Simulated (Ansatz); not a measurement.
# BaTiO3 (P1) in Ansatz: further runs

One crystal, BaTiO3, is run at these levels: PBE, PBEsol+U; tasks: single point, relaxation of cell and atoms.

All numbers are computed with Ansatz 0.2.0; they aren't measurements. Logs are shortened: lines on timing, memory, paths and dates and some standing lists are left out, and cuts for length are marked.

## 1. Starting point

The typed cell holds 10 atoms: a = 4.004 Å, b = 5.655 Å, c = 5.670 Å, α = 90.00°, β = 90.21°, γ = 90.00°.

## 2. Single point, PBE

File input.yaml:

```yaml
crystal:
  lattice:
    - [-2.82766816, -1.63255497, -2.31773161]
    - [2.82766816, -4.89766492, 0.0]
    - [-2.82766816, -1.63255497, 4.63546322]
  atoms:
    - { symbol: Ba, position: [0.01574546, 0.99510673, 0.97325899] }
    - { symbol: Ba, position: [0.98425454, 0.50489327, 0.52674101] }
    - { symbol: Ti, position: [0.50385971, 0.9895382, 0.503622] }
    - { symbol: Ti, position: [0.46814029, 0.5104618, 0.024378] }
    - { symbol: O, position: [0.53055, 0.23162339, 0.73315727] }
    - { symbol: O, position: [0.48625, 0.75827661, 0.23994273] }
    - { symbol: O, position: [0.47921711, 0.75734423, 0.73348461] }
    - { symbol: O, position: [0.53758289, 0.25275577, 0.23961539] }
    - { symbol: O, position: [0.99088784, 0.02893112, 0.47950327] }
    - { symbol: O, position: [0.04611216, 0.47106888, 0.00369673] }
hamiltonian:
  xc: pbe
  pseudopotentials: { kind: paw }
kpoints:
  mp_grid: { grid: [7, 5, 5] }
scf:
  occupations: { method: fermi_dirac, width: 0.05 }
basis:
  ecutwfc: "500 eV"
output:
  forces: true
  stress: true
  eigenvalues: true
```

Potentials or basis: Ansatz PAW.

Command:

```bash
$ ansatz run input.yaml --threads 4 --pin off --max-ram 11264MiB --backend cpu --events-out ev --progress --plain --runs-dir out
```

Output:

```text
Warning: RAYON_NUM_THREADS=4 ignored (pool sized by the plan → 4); use --threads N
Engine: ansatz 0.2.0, aarch64-unknown-linux-gnu
Pseudopotentials: kind: paw
Pseudopotential: Ba, paw, valence charge 10, recommended cutoff 420 eV (normal), Ba.paw.azcp
Pseudopotential: Ti, paw, valence charge 12, recommended cutoff 420 eV (normal), Ti.paw.azcp
Pseudopotential: O, paw, valence charge 6, recommended cutoff 420 eV (normal), O.paw.azcp
Functional definition: PBE
  parameter kappa = 0.804
  parameter beta = 0.06672455060314922
  exchange = pbe_x(kappa = kappa, mu = beta*pi^2/3)
  correlation = pbe_c(beta = beta)
Crystal: 10 atoms, lattice volume = 128.393 Å³
Basis set: ecut = 500 eV, 3275 PW (Γ), exchange–correlation on 60×90×90 points (8 copies of the dense FFT grid, shifted against one another)
Bands: 50, of which v1, the nominal top of the filled ones, is band 40 counted from 1 (39 counted from 0)
Symmetry: 1 space group operations
Space group: P1 (ITA 1), of the structure as read, at distance tolerance 5.0e-5 Å
k-points: 88 of 175 (time reversal used)
Non-local potential: Ba, projectors of the file, l = 0: 3, l = 1: 2, l = 2: 2, l = 3: 2
Non-local potential: Ti, projectors of the file, l = 0: 3, l = 1: 2, l = 2: 3, l = 3: 1
Non-local potential: O, projectors of the file, l = 0: 2, l = 1: 2, l = 2: 1
PAW form: soft (Blöchl's): semilocal exchange-correlation on the pseudo side does not see the compensation charge
PAW one-centre angular grid: Ba, 194 points (default); XC on 64 Gauss nodes
PAW one-centre angular grid: Ti, 590 points (default); XC on 64 Gauss nodes
PAW one-centre angular grid: O, 110 points (default); XC on 64 Gauss nodes
Initial density: superposition of atomic densities (neutral atoms: chi_scale 0, normalization atom), corrected by the library's trained network
Initial wavefunctions: pseudopotential atomic-orbital guess
Functional: x = pbe(κ = 0.804, μ = 0.2195149727645171), c = pbe(β = 0.06672455060314922)
SCF iter   1: F=—  HF=-20318.257639 eV  |F-HF|=—  |Δ(HF+E_count)|=         —  Δρ=2.08e-3  dr2=3.66e-3  ethr=1.77e-3  ⟨swp⟩=7.4  Hψ=19588  notcnv=0  defer=3
preconditioner: auto → Resta (q_TF=auto, 2.521 Å⁻¹)  ε∞=5.6  [insulator: Δε(μ)=2.289 eV  Ē_g=12.197 eV  σ=0.050 eV  W_gap=1.00  n_scr=38 (ndim 8)  ℏωp=26.2 eV  f_vac=0.000  D(μ)=0.00/eV (n_scr^D=0)  ε∞_Penn≈5.6]
SCF iter   2: F=—  HF=-20318.256997 eV  |F-HF|=—  |Δ(HF+E_count)|=   6.42e-4  Δρ=9.79e-4  dr2=6.86e-4  ethr=4.58e-6  ⟨swp⟩=2.0  Hψ=6841  notcnv=0  defer=14
SCF iter   3: F=—  HF=-20318.257360 eV  |F-HF|=—  |Δ(HF+E_count)|=   3.62e-4  Δρ=2.92e-4  dr2=9.00e-5  ethr=8.57e-7  ⟨swp⟩=2.9  Hψ=8001  notcnv=0  defer=1
automatic band count: iteration 3 solves 48 bands in place of 50: the levels show a gap, and the empty bands left out lie too high to hold charge; the band table lists the bands solved (type scf.n_extra_bands for more)
SCF iter   4: F=—  HF=-20318.257444 eV  |F-HF|=—  |Δ(HF+E_count)|=   8.40e-5  Δρ=6.84e-5  dr2=7.99e-6  ethr=1.12e-7  ⟨swp⟩=2.2  Hψ=6477  notcnv=0  defer=1
SCF iter   5: F=—  HF=-20318.257445 eV  |F-HF|=—  |Δ(HF+E_count)|=   1.10e-6  Δρ=2.44e-5  dr2=6.97e-7  ethr=9.98e-9  ⟨swp⟩=2.0  Hψ=6183  notcnv=0  defer=1
SCF iter   6: F=-20318.257445 eV  HF=-20318.257445 eV  |F-HF|=3.84e-9  |Δ(HF+E_count)|=   2.14e-7  Δρ=5.21e-6  dr2=2.94e-8  ethr=1.25e-10  ⟨swp⟩=9.0  Hψ=18327  notcnv=0
SCF 1 converged in 6 iterations: F = -20318.257445 eV  dr2 = 2.94e-8
SCF converged after 6 iterations
Free energy (F): -20318.257445 eV
Harris-Foulkes:  -20318.257445 eV  (|F-HF|=3.84e-9)
Internal energy: -20318.257445 eV  (E = F + TS)
E sigma→0 (E₀):  -20318.257445 eV
Fermi energy:    11.662931 eV
--- Per-component energies (eV) ---
  E_band       = -277.708330
  E_kinetic    = 1947.085180
  E_local      = -4284.500582  (includes V_loc(G=0)·N_el)
  E_nonlocal   = 409.909720
  E_hartree    = 1682.341488
  E_xc         = -984.168853
  E_vxc        = -1093.937987  (∫ρ·V_xc dr)
  E_paw        = -13491.286608  (= ΣΔE_a)
  E_vpaw       = -620.956838  (= ΣTr[D̂ρ^β])
  E_aug_tail   = 0.006224  (compensation charges beyond the density's cutoff)
  E_ewald      = -5597.644013
  E_smearing   = -0.000000  (= −TS)
  E_closure    = -0.000000  (closes the sum)
  Σ components = -20318.257445   (vs F -20318.257445, Δ=0.00e0)
--- Forces (eV/Å), atoms counted from 1 ---
  atom   1  Ba     0.22755586    -0.89073956     1.20393148
  atom   2  Ba    -0.02822563     1.01067754    -0.92595249
  atom   3  Ti     1.57289772    -2.11290383    -0.69079078
  atom   4  Ti    -3.02719912     0.71837479    -0.86007938
  atom   5  O      0.68324987    -0.51423117     0.82704617
  atom   6  O     -0.41374228     0.31943131    -0.44476802
  atom   7  O     -1.37575540     0.54843501     0.21601903
  atom   8  O      1.28675891    -0.32038508    -0.14976208
  atom   9  O     -1.32469289     0.84465279    -0.24867194
  atom  10  O      2.39916628     0.39669325     1.07295633
  max |Σ_I F_I| component: 7.17e-5 eV/Å
--- Stress (GPa, compression-positive) ---
        9.240292       1.391739       2.009788
        1.391739       7.709774      -0.375048
        2.009789      -0.375049       8.569243
  P = ⅓ Tr σ = 8.5064 GPa (85.064 kbar)
--- Band table (eV; the first three rows and the last of 88) ---
  k-point 0: bands = ["-45.8518", "-45.8298", "-22.3499", "-22.1910", "-22.1788", "-22.1191", "-22.0741", "-22.0559", "-14.4492", "-14.2035", "-6.6858", "-6.4508", "-6.2608", "-5.8877", "-5.4589", "-5.2600", "0.2343", "0.2623", "0.3820", "0.4292", "0.5059", "0.7830", "6.0820", "6.2682", "6.5511", "7.2694", "7.3484", "7.9786", "8.1103", "8.1481", "8.3613", "8.6149", "8.6933", "9.1621", "9.2843", "9.4326", "9.9409", "10.0988", "10.2120", "10.4069", "12.7534", "12.9361", "13.0129", "14.2690", "14.4083", "14.6011", "14.9134", "14.9956"]
  k-point 1: bands = ["-45.8518", "-45.8298", "-22.3499", "-22.1898", "-22.1755", "-22.1227", "-22.0741", "-22.0576", "-14.4314", "-14.2148", "-6.7072", "-6.4836", "-6.2685", "-5.8987", "-5.4594", "-5.2391", "0.2292", "0.3342", "0.4034", "0.4322", "0.6176", "0.7515", "6.2415", "6.4570", "6.6685", "7.3273", "7.4103", "7.8187", "7.9736", "8.0677", "8.2738", "8.3715", "8.7075", "8.8950", "9.2504", "9.4566", "9.7521", "9.9571", "10.1117", "10.2711", "12.9501", "13.0394", "13.1479", "14.1468", "14.3329", "14.4781", "15.0910", "15.2290"]
  k-point 2: bands = ["-45.8518", "-45.8298", "-22.3498", "-22.1876", "-22.1688", "-22.1300", "-22.0740", "-22.0603", "-14.3970", "-14.2387", "-6.7515", "-6.5246", "-6.2796", "-5.9126", "-5.4547", "-5.2187", "0.2378", "0.3876", "0.4473", "0.5013", "0.6858", "0.7996", "6.5785", "6.8512", "7.0515", "7.2834", "7.4717", "7.6043", "7.7553", "7.8665", "7.9368", "8.1477", "8.3740", "8.6848", "9.2696", "9.3848", "9.5049", "9.7792", "9.9731", "10.0466", "13.2316", "13.3648", "13.5087", "13.8568", "14.0642", "14.1593", "15.3058", "15.6117"]
  k-point 87: bands = ["-45.8510", "-45.8289", "-22.3965", "-22.1890", "-22.1663", "-22.1294", "-22.1198", "-22.0539", "-14.3132", "-14.1563", "-6.7603", "-6.2214", "-6.1525", "-5.6509", "-5.3833", "-5.2202", "-0.1998", "-0.1047", "-0.0004", "0.5495", "0.6306", "0.7102", "6.0528", "6.3786", "6.7662", "6.8918", "6.9674", "7.2433", "7.5192", "7.6581", "7.8807", "8.0007", "8.1821", "8.7177", "9.0550", "9.2995", "9.4634", "10.0645", "10.1332", "10.4643", "13.2765", "14.0494", "14.0821", "14.5338", "14.5915", "14.7165", "15.2504", "16.5282"]
```

Wall time 16 s (4 threads of Arm Neoverse V2, shared host); peak memory 0.82 GiB.

Results:

| Item | Value |
| --- | --- |
| Free energy | -20318.2574 eV |
| Pressure | 8.5 GPa |
| Largest force | 3.228 eV/Å |
| Band gap on the k mesh | 2.28 eV, indirect (least direct gap 2.35 eV) |

Forces in eV/Å, atoms in the order of the input:
```
Ba   0.228 -0.891  1.204
Ba  -0.028  1.011 -0.926
Ti   1.573 -2.113 -0.691
Ti  -3.027  0.718 -0.860
O    0.683 -0.514  0.827
O   -0.414  0.319 -0.445
O   -1.376  0.548  0.216
O    1.287 -0.320 -0.150
O   -1.325  0.845 -0.249
O    2.399  0.397  1.073
```

Caveat: odd divisions of the mesh miss points on the zone boundary, where band edges often lie, so the gap on the mesh can be too wide; spin-orbit coupling is left out, which moves the levels of the heavy elements; forces of over 1 eV/Å show positions far from the minimum, so gaps and moduli don't describe the material at rest.

## 3. Relaxation of cell and atoms, PBEsol+U

Edit input.yaml of step 2 so:

```diff
@@ -17,4 +17,5 @@
 hamiltonian:
-  xc: pbe
+  xc: pbesol
   pseudopotentials: { kind: paw }
+  hubbard: { sites: [{ species: Ti, l: d, u_eff: 1.0 }] }
 kpoints:
@@ -23,4 +24,2 @@
   occupations: { method: fermi_dirac, width: 0.05 }
-basis:
-  ecutwfc: "500 eV"
 output:
@@ -29 +28,5 @@
   eigenvalues: true
+relax:
+  f_tol: 0.01
+  max_steps: 40
+  cell: { stress_tol: 0.05 }
```

Potentials or basis: Ansatz PAW.

Command:

```bash
$ ansatz run input.yaml --threads 4 --pin off --max-ram 11264MiB --backend cpu --events-out ev --progress --plain --runs-dir out
```

Wall time 3.2 min (4 threads of Arm Neoverse V2, shared host); peak memory 1 GiB.

Results (log left out):

```
Free energy                            : -20053.1679 eV
Relaxed volume                         : 12.68 Å³/atom
Relaxed cell                           : a = 3.987 Å, b = 5.634 Å, c = 5.645 Å, α = 90.00°, β = 90.15°, γ = 90.00°
Space group after relaxing (to 0.05 Å) : R3m (No. 160)
Energy gained by relaxing              : 95.0 meV/atom
Ionic steps                            : 9
Pressure after relaxing                : 0.0 GPa
Band gap on the k mesh                 : 2.32 eV, indirect (least direct gap 2.37 eV)
```

The path:
```tsv
step	energy change (eV)	largest force (eV/Å)	volume (Å³)
1	0.0000	3.2019	128.39
2	-0.6478	1.8030	129.03
3	-0.9476	0.1223	126.64
4	-0.9541	0.0749	126.70
5	-0.9553	0.0194	126.90
6	-0.9555	0.0009	126.89
7	-0.9503	0.0009	126.89
8	-0.9506	0.0006	126.82
9	-0.9503	0.0006	126.82
```

Final structure:
```yaml
crystal:
  lattice:
    - [-2.81660, -1.62616, -2.30628]
    - [2.81715, -4.87954, 0.00008]
    - [-2.81726, -1.62666, 4.61371]
  atoms:
    - { symbol: Ba, position: [0.99872, 0.00001, 0.00136] }
    - { symbol: Ba, position: [0.99872, 0.50001, 0.50136] }
    - { symbol: Ti, position: [0.48895, 0.00002, 0.51125] }
    - { symbol: Ti, position: [0.48896, 0.50002, 0.01125] }
    - { symbol: O, position: [0.50934, 0.24715, 0.73775] }
    - { symbol: O, position: [0.50934, 0.74714, 0.23776] }
    - { symbol: O, position: [0.50935, 0.75284, 0.73776] }
    - { symbol: O, position: [0.50935, 0.25283, 0.23776] }
    - { symbol: O, position: [0.01493, 0.00000, 0.49057] }
    - { symbol: O, position: [0.01494, 0.49999, 0.99057] }
```

Levels at points of the mesh, in eV from the valence-band top:
```csv
k point,band 38,band 39,band 40,band 41,band 42,band 43
"(0.00, 0.00, 0.00)",-0.27,-0.27,-0.04,2.32,2.32,2.45
```

Eigenvalues of the final occupation matrices:
```
  site  spin  trace               eigenvalues
site 1     1   1.18  0.20 0.20 0.20 0.29 0.29
site 2     1   1.18  0.20 0.20 0.20 0.29 0.29
```

Caveat: odd divisions of the mesh miss points on the zone boundary, where band edges often lie, so the gap on the mesh can be too wide; the plane-wave basis is chosen anew once the cell has moved, so the energies of steps on either side of that aren't comparable; the pressure holds a Pulay correction of +0.6 GPa for the finite cutoff; spin-orbit coupling is left out, which moves the levels of the heavy elements; the PAW data sets come from PBE, with cores solved anew for the run's functional, which leaves a small shift of forces and pressure.
